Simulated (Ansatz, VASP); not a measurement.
One calculation of Al, two programs

The input INCAR:

```
SYSTEM = Al
ALGO = Normal
EDIFF = 1E-7
ENCUT = 520
GGA = PS
ISIF = 2
ISMEAR = -1
LASPH = .TRUE.
LCHARG = .FALSE.
LREAL = .FALSE.
LWAVE = .FALSE.
NBANDS = 14
NELM = 80
PREC = Accurate
SIGMA = 0.05
```

File KPOINTS:

```
k-points
0
G
  11 11 3
  0 0 0
```

POSCAR

```
Al
1.0
    2.8270770242      0.0000000000      0.0000000000
   -1.4135385121      2.4483205214      0.0000000000
    0.0000000000      0.0000000000      9.1859930700
Al
4
Direct
    0.6512710000      0.3181030000      0.7537220000
   -0.0068000000     -0.0034860000      0.4941930000
    0.3462790000      0.6774530000      0.2479860000
   -0.0057360000     -0.0001190000     -0.0007300000
```

The input input.yaml:

```yaml
crystal:
  lattice:
    - [2.8270770242, 0.0, 0.0]
    - [-1.4135385121, 2.4483205214, 0.0]
    - [0.0, 0.0, 9.18599307]
  atoms:
    - { symbol: Al, position: [0.651271, 0.318103, 0.753722] }
    - { symbol: Al, position: [-0.0068, -0.003486, 0.494193] }
    - { symbol: Al, position: [0.346279, 0.677453, 0.247986] }
    - { symbol: Al, position: [-0.005736, -0.000119, -0.00073] }
hamiltonian:
  xc: pbesol
  pseudopotentials: { kind: paw }
kpoints:
  mp_grid: { grid: [11, 11, 3] }
scf:
  occupations: { method: fermi_dirac, width: 0.05 }
output:
  forces: true
  stress: true
  eigenvalues: true
```

Change from the starting cell: atoms moved at random, drawn with an rms of 0.05 Å.

Alike in both runs: task single point; functional PBEsol; k mesh 11 × 11 × 3; occupations fermi-dirac, width 0.05 eV; no spin polarisation.

|  | VASP | Ansatz |
| --- | --- | --- |
| version | VASP 6.6.1 | Ansatz 0.2.0 |
| potentials or method | VASP PAW PBE potentials, release 64 (Al) | Ansatz PAW |
| plane-wave cutoff (eV) | 520 | 420 |
| valence electrons in the cell | 12 | 12 |

```csv
,VASP,Ansatz,Ansatz less VASP
gap on the k mesh at the Fermi level (eV),none,none,-
pressure (GPa),2.2,2.1,-0.07
largest component of the traceless stress (GPa),1.42,1.41,-0.006
rms of the force components (eV/Å),0.134,0.133,-0.0011
```

Atom by atom the forces differ by 0.001 eV/Å (rms over components). A gap of «none» marks a metal or a gap that the smearing closes. With one functional, cell and mesh, what is left measures potentials, basis and numerics.

Caveats: the PAW data sets were made with another functional, which shifts forces and pressure a little (VASP); the PAW data sets come from PBE, with cores solved anew for the run's functional, which leaves a small shift of forces and pressure (Ansatz).
